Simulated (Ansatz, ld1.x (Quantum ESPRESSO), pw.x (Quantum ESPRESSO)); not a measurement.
**ruthenium (fcc): variants of one PAW potential in the solid**

```
Element                 : ruthenium
Generator               : ld1.x (Quantum ESPRESSO) 7.5
Type                    : PAW
Functional              : PBE
Relativity              : scalar-relativistic
Frozen core             : [Kr]
Valence charge          : 8
Reference configuration : 4d7 5s0.5 5p0 (charge +0.5)
Partial waves           : 5s (bound): rcut 2.20, rcutus 2.55 bohr; 5s channel at -0.05 Ry: rcut 2.20, rcutus 2.55 bohr; 5p (bound, empty): rcut 2.75, rcutus 3.30 bohr; 5p channel at 0.8 Ry: rcut 2.75, rcutus 3.30 bohr; 4d (bound): rcut 1.40, rcutus 1.75 bohr; 4d channel at 2.35 Ry: rcut 1.40, rcutus 1.75 bohr
Local potential         : all-electron potential smoothed inside 2.55 bohr (lloc = -1)
Core correction         : none
Augmentation charge     : PSQ, radius 1.55 bohr
```

Crystal test: fcc Ru in pw.x 7.5, no spin, 15³ k-points, Fermi–Dirac smearing 0.01 Ry, cutoffs set for each file from its atomic test. The reference is all-electron LAPW (Ansatz 0.2.0) with the same functional, mesh and smearing; V0 and B0 come from Birch–Murnaghan fits to the pressures at five volumes. Errors are pseudo minus all-electron; Δ is the rms difference of the E(V) curves that follow from these fits, minima aligned, over ±6 % about the mean V0. Mesh and smearing are coarse, so the numbers serve the comparison and aren't converged zero-temperature values; the lattice is a test structure that the element need not adopt.

All-electron: a0 = 3.812 Å (V0 = 13.85 Å³/atom), B0 = 303.1 GPa.

Base: The largest radius (3.30 bohr) exceeds half the bond length (2.54 bohr), so the spheres overlap, which is one possible source of error among others.

2 further variants are left out: they gave no file fit for a test, a broken result, the same result as the base, or pressures whose basis-set error rivals the error shown.

| change | cutoffs (Ry) | pw.x | a0 (Å) | a0 error (%) | B0 error (%) | Δ (meV/atom) | mean pressure error (GPa) |
| --- | --- | --- | --- | --- | --- | --- | --- |
| base | 70/560 | converged | 3.825 | +0.34 | +5.4 | 10.2 | +3.61 |
| waves 5s (bound): rcut 2.20, rcutus 2.68 bohr; 5s channel at -0.05 Ry: rcut 2.20, rcutus 2.68 bohr | 70/560 | converged | 3.826 | +0.36 | +5.8 | 10.8 | +3.85 |
| waves 5s (bound): rcut 2.20, rcutus 3.32 bohr; 5s channel at -0.05 Ry: rcut 2.20, rcutus 3.32 bohr | 70/560 | converged | 3.838 | +0.67 | +8.2 | 20.1 | +7.36 |
| waves 5s (bound): rcut 2.20, rcutus 3.58 bohr; 5s channel at -0.05 Ry: rcut 2.20, rcutus 3.58 bohr | 70/560 | converged | 3.849 | +0.95 | +8.7 | 28.7 | +10.71 |
